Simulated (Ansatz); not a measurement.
The system is C.

```
CELL_PARAMETERS angstrom
2.12732 -1.22828 0.00000
2.12732 1.22828 0.00000
-1.37907 0.00000 3.50283
ATOMIC_POSITIONS crystal
C 0.16664 0.16664 0.99991
C 0.83336 0.83336 0.00009
```

This is a stacking variant of graphite.

Program: Ansatz 0.2.0. Alike in all runs: task band structure; potentials or basis Ansatz PAW; no spin polarisation; cell as given; k mesh 13 × 13 × 8; cutoff (eV) 420; smearing fermi-dirac 0.05 eV.

Q: Order these runs on this cell by their pressure, lowest first.
A. level LDA
B. level PBEsol
C. level PBE

A: A (-4.1 GPa), B (0.9 GPa), C (3.8 GPa).

Caveats: the PAW data sets come from PBE, with cores solved anew for the run's functional, which leaves a small shift of forces and pressure (some runs); this functional lacks dispersion, which binds the layers, so the pressure and a relaxed spacing across them are unreliable (some runs).
